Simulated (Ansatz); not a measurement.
# Os (Fm-3m) in Ansatz: further runs, part 2 of 2

Ansatz 0.2.0.

## 4. Ladder of functionals, RPBE+U, spin-orbit coupling, no magnetisation (volume scaled by 1.25)

File input.yaml:

```yaml
crystal:
  lattice:
    - [0.0, 2.0951877361, 2.0951877361]
    - [2.0951877361, 0.0, 2.0951877361]
    - [2.0951877361, 2.0951877361, 0.0]
  atoms:
    - { symbol: Os, position: [0.0, 0.0, 0.0] }
hamiltonian:
  xc: rpbe
  pseudopotentials: { kind: nc_fr, accuracy: stringent }
  hubbard: { sites: [{ species: Os, l: d, u_eff: 5.3 }] }
magnetization:
  noncollinear: true
  spin_orbit: true
kpoints:
  mp_grid: { grid: [12, 12, 12] }
scf:
  occupations: { method: fermi_dirac, width: 0.01 }
output:
  forces: true
  stress: true
  eigenvalues: true
  xc_energy_on_converged_density: [lda, pbe, pbesol, revpbe, blyp]
  write_density: true
  write_potential: true
  elf: true
  volumetric_format: npy
```

Potentials or basis: PseudoDojo stringent (PBE files).

The run is started by

```bash
> ansatz run input.yaml --threads 1 --pin off --max-ram 2560MiB --backend cpu --events-out ev --progress --plain --runs-dir out
```

The log of the run:

```text
Warning: The stringent table, which hamiltonian.pseudopotentials names, holds the potential of the library's standard table for Os (one content_sha256, or a second file that the publisher made of the same generator input, which states another). The run takes no other species from the library, so that hamiltonian.pseudopotentials.accuracy: standard would change no potential of it. The deck needs no change, but a comparison with a run at hamiltonian.pseudopotentials.accuracy: standard does not test the potential of Os. To test it, run on another potential, such as that of hamiltonian.pseudopotentials: {kind: paw}
Warning: RAYON_NUM_THREADS=1 ignored (pool sized by the plan → 1); use --threads N
Engine: ansatz 0.2.0, x86_64-unknown-linux-gnu
Pseudopotentials: kind: nc_fr
Pseudopotential: Os, nc_fr, valence charge 16, recommended cutoff 1006.821291 eV (normal), Os.nc_fr.azcp (PseudoDojo's, or run here from an input of PseudoDojo's; its table is named by hamiltonian.pseudopotentials.accuracy)
Functional definition: RPBE
  parameter kappa = 0.804
  parameter beta = 0.06672455060314922
  exchange = rpbe_x(kappa = kappa, mu = beta*pi^2/3)
  correlation = pbe_c(beta = beta)
non-collinear run that drives no moment, with spin-orbit: no starting moment large enough to seed its density (crystal.atoms[].spin), no starting occupations that ask for one, no magnetisation constraint and no magnetic field, so the semilocal B_xc is pinned to zero
Crystal: 1 atoms, lattice volume = 18.395 Å³
Basis set: ecut = 1006.821291 eV, 1363 PW (Γ), exchange–correlation on 64×64×64 points (8 copies of the dense FFT grid, shifted against one another)
Bands: 24, of which v1, the nominal top of the filled ones, is band 16 counted from 1 (15 counted from 0)
Symmetry: 48 space group operations + 48 with time reversal
Magnetic group: BNS 225.117 (UNI 1619), of the structure as read, at distance tolerance 2.6e-5 Å
k-points: 72 of 1728
Projection manifold: j_resolved (fully-relativistic pseudo-atomic orbitals)
Non-local potential: Os, projectors of the file, l = 0: 2, l = 1: 4, l = 2: 4, l = 3: 4
Initial density: superposition of atomic densities (chi_scale 0.1, normalization cell)
Initial wavefunctions: pseudopotential atomic-orbital guess
Functional: x = rpbe, c = pbe(β = 0.06672455060314922)
Listed functional: x = slater, c = lda
Listed functional: x = pbe(κ = 0.804, μ = 0.2195149727645171), c = pbe(β = 0.06672455060314922)
Listed functional: x = pbesol(κ = 0.804, μ = 0.12345679012345678), c = pbesol(β = 0.046)
Listed functional: x = revpbe(κ = 1.245, μ = 0.2195149727645171), c = pbe(β = 0.06672455060314922)
Listed functional: x = b88, c = lyp
iter 1 solved again at ethr=1.92e-3 eV; its pass at ethr=3.10e-3 eV (dr2=3.08e-1 eV) is discarded
[... 40 lines left out ...]
Magnetization: |M| = 0.0000 μB,  M = (+0.0000, +0.0000, +0.0000) μB
Absolute magnetization: 0.0000 μB (∫|m|)
  site 0: m = (+0.0000, +0.0000, +0.0000) μB, |m| = 0.0000 μB  (R = 1.22 Å)
Free energy (F): -2753.019494 eV
Harris-Foulkes:  -2753.019494 eV  (|F-HF|=3.72e-9)
Internal energy: -2753.019264 eV  (E = F + TS)
E sigma→0 (E₀):  -2753.019379 eV
Entropy (-TS):   -0.000230 eV (-0.230 meV/atom)
Fermi energy:    18.063754 eV
--- Per-component energies (eV) ---
  E_band       = -175.865921
  E_kinetic    = 762.182346
  E_local      = -1484.271875  (includes V_loc(G=0)·N_el)
  E_nonlocal   = 147.459175
  E_hartree    = 395.626735
  E_xc         = -561.469941
  E_vxc        = -382.560726  (∫ρ·V_xc dr)
  E_hubbard    = 4.125542  (on-site DFT+U / exact-exchange correction)
  E_vhub       = -9.924776  (the Hubbard potential's part of the band-sum identity)
  E_ewald      = -2016.671245
  E_smearing   = -0.000230  (= −TS)
  E_closure    = 0.000000  (closes the sum)
  Σ components = -2753.019494   (vs F -2753.019494, Δ=0.00e0)
--- Hubbard shell moments (per corrected site; Tr N, ν in electrons; μ in μ_B) ---
  shell 0: Tr N=6.8588  μ_S=(+0.0000, +0.0000, -0.0000)  μ_L=(+0.0000, +0.0000, -0.0000)  μ=(+0.0000, +0.0000, -0.0000)  ν=0.5122 (axis n/a)
--- Forces (eV/Å), atoms counted from 1 ---
  atom   1  Os     0.00000000     0.00000000    -0.00000000
  max |Σ_I F_I| component: 1.72e-27 eV/Å
--- Stress (GPa, compression-positive) ---
      -27.944573       0.000000       0.000000
       -0.000000     -27.944573      -0.000000
        0.000000      -0.000000     -27.944573
  P = ⅓ Tr σ = -27.9446 GPa (-279.446 kbar)
--- E_xc of listed functionals on the converged density (eV per cell; not total energies) ---
  on the closing iteration's output density plus the core of the run's pseudopotentials (for a meta-GGA, its output tau too, plus the cores' where a run under it adds that), as the run's own E_xc is; on PAW an entry holds the one-centre parts besides; self-consistent for rpbe alone
  E_xc = -555.650450  lda
  E_xc = -560.724679  pbe
  E_xc = -556.519040  pbesol
  E_xc = -561.255707  revpbe
  E_xc = -555.440282  blyp
--- Band table (eV; the first three rows and the last of 72) ---
  k-point 0: bands = ["-66.8569", "-66.8569", "-35.1153", "-35.1153", "-22.7779", "-22.7779", "-22.7779", "-22.7779", "10.1276", "10.1276", "15.0365", "15.0365", "15.0365", "15.0365", "17.5605", "17.5605", "17.5605", "17.5605", "18.7605", "18.7605", "32.0204", "32.0204", "36.0664", "36.0664"]
  k-point 1: bands = ["-66.8550", "-66.8550", "-35.1218", "-35.1218", "-22.8042", "-22.8042", "-22.7831", "-22.7831", "10.3705", "10.3705", "15.0277", "15.0277", "15.0601", "15.0601", "17.4398", "17.4398", "17.5834", "17.5834", "18.7920", "18.7920", "32.4240", "32.4240", "35.2657", "35.2657"]
  k-point 2: bands = ["-66.8500", "-66.8500", "-35.1395", "-35.1395", "-22.8753", "-22.8753", "-22.7973", "-22.7973", "11.0440", "11.0440", "15.0188", "15.0188", "15.0631", "15.0631", "17.1290", "17.1290", "17.7441", "17.7441", "18.9646", "18.9646", "33.2638", "33.2638", "33.3576", "33.3576"]
  k-point 71: bands = ["-66.8219", "-66.8219", "-35.2406", "-35.2406", "-23.1381", "-23.1381", "-23.0377", "-23.0377", "12.9999", "12.9999", "14.4156", "14.4156", "16.0405", "16.0405", "17.0179", "17.0179", "21.1220", "21.1220", "25.4368", "25.4368", "26.2102", "26.2102", "27.1777", "27.1777"]
Occupation matrices written to <dir>
```

v_z.tsv:

```text
# z_ang	v_es[eV]	v_tot[eV]	b_x[eV]	b_y[eV]	b_z[eV]
# format = ansatz-planar-average/11
# xc	rpbe
# density_cutoff_ev	4027.285164
# datasets	Os=:simpson_from_first_knot
# lattice	0.000000000	2.095187736	2.095187736
# lattice	2.095187736	0.000000000	2.095187736
# lattice	2.095187736	2.095187736	0.000000000
# sites	1
# site	76	0.000000000	0.000000000	0.000000000
0.000000	-1.432713e1	-3.150219e1	0.000000e0	0.000000e0	0.000000e0
0.092595	-1.371393e1	-3.080247e1	0.000000e0	0.000000e0	0.000000e0
0.185190	-1.193674e1	-2.877031e1	0.000000e0	0.000000e0	0.000000e0
0.277785	-9.174208e0	-2.559650e1	0.000000e0	0.000000e0	0.000000e0
0.370380	-5.697315e0	-2.156922e1	0.000000e0	0.000000e0	0.000000e0
0.462975	-1.831162e0	-1.703490e1	0.000000e0	0.000000e0	0.000000e0
[... 24 lines left out ...]
2.777853	-1.193674e1	-2.877031e1	0.000000e0	0.000000e0	0.000000e0
2.870448	-1.371393e1	-3.080247e1	0.000000e0	0.000000e0	0.000000e0
```

Run time: 92 s. Hardware: 1 thread of INTEL XEON PLATINUM 8581C at 2.10GHz (Emerald Rapids), shared host; peak memory 0.78 GiB.

Results:

- Free energy: -2753.0195 eV
- Pressure: -27.9 GPa
- Band gap on the k mesh: none (metal or under the smearing width)

Caveat: the potentials were made for another functional, which shifts forces and pressure; U without spin polarisation on a metal has little footing; the U is typed as a test and isn't derived for this compound.

## 5. Band structure, BLYP, collinear spin, ferromagnetic start

File input.yaml:

```yaml
crystal:
  lattice:
    - [0.0, 1.945, 1.945]
    - [1.945, 0.0, 1.945]
    - [1.945, 1.945, 0.0]
  atoms:
    - { symbol: Os, spin: 1.0, position_ang: [0.0, 0.0, 0.0] }
hamiltonian:
  xc: blyp
  pseudopotentials: { kind: nc, source: spms }
magnetization:
  spin_polarized: true
kpoints:
  mp_grid: { grid: [12, 12, 12] }
  band_path:
    path:
      - [[0.0, 0.0, 0.0], [0.5, 0.0, 0.5], [0.5, 0.25, 0.75], [0.375, 0.375, 0.75], [0.0, 0.0, 0.0], [0.5, 0.5, 0.5], [0.625, 0.25, 0.625], [0.5, 0.25, 0.75], [0.5, 0.5, 0.5], [0.375, 0.375, 0.75]]
      - [[0.625, 0.25, 0.625], [0.5, 0.0, 0.5]]
    npoints: 14
scf:
  occupations: { method: fermi_dirac, width: 0.01 }
  n_extra_bands: 6
output:
  forces: true
  stress: true
  eigenvalues: true
  fatbands: true
  write_density: true
  write_potential: true
  elf: true
  volumetric_format: npy
```

Potentials or basis: SPMS NC.

The run is started by

```bash
> ansatz run input.yaml --threads 1 --pin off --max-ram 2560MiB --backend cpu --events-out ev --progress --plain --runs-dir out
```

Run time: 3.2 s. Hardware: 1 thread of INTEL XEON PLATINUM 8581C at 2.10GHz (Emerald Rapids), shared host; peak memory 0.32 GiB.

Results (log left out):

```
Free energy            : -2711.5960 eV
Pressure               : 5.4 GPa
Band gap on the k mesh : none (metal or under the smearing width)
Net moment             : 0.00 μB per cell
Absolute moment        : 0.00 μB per cell
```

Levels at the corners of the path, in eV from the Fermi level:
Spin up:
```tsv
point	band 5	band 6	band 7	band 8	band 9	band 10	band 11	band 12
Γ	-10.32	-2.88	-2.88	-2.88	-0.07	-0.07	13.60	18.98
X	-7.09	-6.46	2.13	2.36	2.81	2.81	11.32	11.75
W	-5.38	-3.93	-3.93	-0.83	2.82	8.77	9.76	9.76
K	-6.09	-5.07	-1.91	0.21	1.86	6.79	8.68	12.39
Γ	-10.32	-2.88	-2.88	-2.88	-0.07	-0.07	13.60	18.98
L	-7.28	-3.01	-3.01	-0.01	2.18	2.18	8.26	13.32
U	-6.09	-5.07	-1.91	0.21	1.86	6.79	8.68	12.39
W	-5.38	-3.93	-3.93	-0.83	2.82	8.77	9.76	9.76
L	-7.28	-3.01	-3.01	-0.01	2.18	2.18	8.26	13.32
K	-6.09	-5.07	-1.91	0.21	1.86	6.79	8.68	12.39
U	-6.09	-5.07	-1.91	0.21	1.86	6.79	8.68	12.39
X	-7.09	-6.46	2.13	2.36	2.81	2.81	11.32	11.75
```
Spin down:
| point | band 6 | band 7 | band 8 | band 9 | band 10 | band 11 |
| --- | --- | --- | --- | --- | --- | --- |
| Γ | -2.88 | -2.88 | -2.88 | -0.07 | -0.07 | 13.60 |
| X | -6.46 | 2.13 | 2.36 | 2.81 | 2.81 | 11.32 |
| W | -3.93 | -3.93 | -0.83 | 2.82 | 8.77 | 9.76 |
| K | -5.07 | -1.91 | 0.21 | 1.86 | 6.79 | 8.68 |
| Γ | -2.88 | -2.88 | -2.88 | -0.07 | -0.07 | 13.60 |
| L | -3.01 | -3.01 | -0.01 | 2.18 | 2.18 | 8.26 |
| U | -5.07 | -1.91 | 0.21 | 1.86 | 6.79 | 8.68 |
| W | -3.93 | -3.93 | -0.83 | 2.82 | 8.77 | 9.76 |
| L | -3.01 | -3.01 | -0.01 | 2.18 | 2.18 | 8.26 |
| K | -5.07 | -1.91 | 0.21 | 1.86 | 6.79 | 8.68 |
| U | -5.07 | -1.91 | 0.21 | 1.86 | 6.79 | 8.68 |
| X | -6.46 | 2.13 | 2.36 | 2.81 | 2.81 | 11.32 |

Caveat: the potentials were made for another functional, which shifts forces and pressure; the pressure holds a Pulay correction of +0.3 GPa for the finite cutoff; spin-orbit coupling is left out, which moves the levels of the heavy elements; the starting moments weren't kept.

## 6. The runs side by side

| task | level | potentials or basis | spin | U | cell | cutoff (eV) | smearing | points for each segment of the path | hubbard projectors | double counting | other keys | gap on the mesh (eV) | pressure (GPa) |
| --- | --- | --- | --- | --- | --- | --- | --- | --- | --- | --- | --- | --- | --- |
| band structure | r2SCAN+rVV10 | Ansatz PAW | SOC, no magnetisation | - | as given | 500 | cold 0.001 eV | 14 | - | - | scf.eigensolver.kind = davidson; scf.occupations.method = cold; … | none | -19.8 |
| projected density of states | PBE+U | Ansatz PAW | SOC, no magnetisation | Os d U = 4.0 eV | as given | 420 | methfessel-paxton 0.01 eV | - | all-electron-atomic | fll (the default) | hamiltonian.xc = pbe; hamiltonian.pseudopotentials = kind paw_fr; … | none | -20.9 |
| ladder of functionals | RPBE+U | PseudoDojo stringent (PBE files) | SOC, no magnetisation | Os d U = 5.3 eV | volume scaled by 1.25 | 1007 | fermi-dirac 0.01 eV | - | ortho-atomic (the default) | fll (the default) | - | none | -27.9 |
| band structure | BLYP | SPMS NC | collinear, ferromagnetic start | - | as given | 435 | fermi-dirac 0.01 eV | 14 | - | - | - | none | 5.4 |

Alike in all rows: k mesh 12 × 12 × 12.

Caveats: U without spin polarisation on a metal has little footing (some runs); the U is typed as a test and isn't derived for this compound (some runs); the potentials were made for another functional, which shifts forces and pressure (some runs); so large a pressure means that the cell lies far from this level's equilibrium, or that cutoff or potentials fall short (some runs); pairwise dispersion overbinds metals, which lowers pressure and volume (some runs); the PAW data sets come from PBE, with cores solved anew for the run's functional, which leaves a small shift of forces and pressure (some runs); spin-orbit coupling is left out, which moves the levels of the heavy elements (some runs).

Total energies depend on the potentials used, so only differences within one code and one set of settings carry meaning.
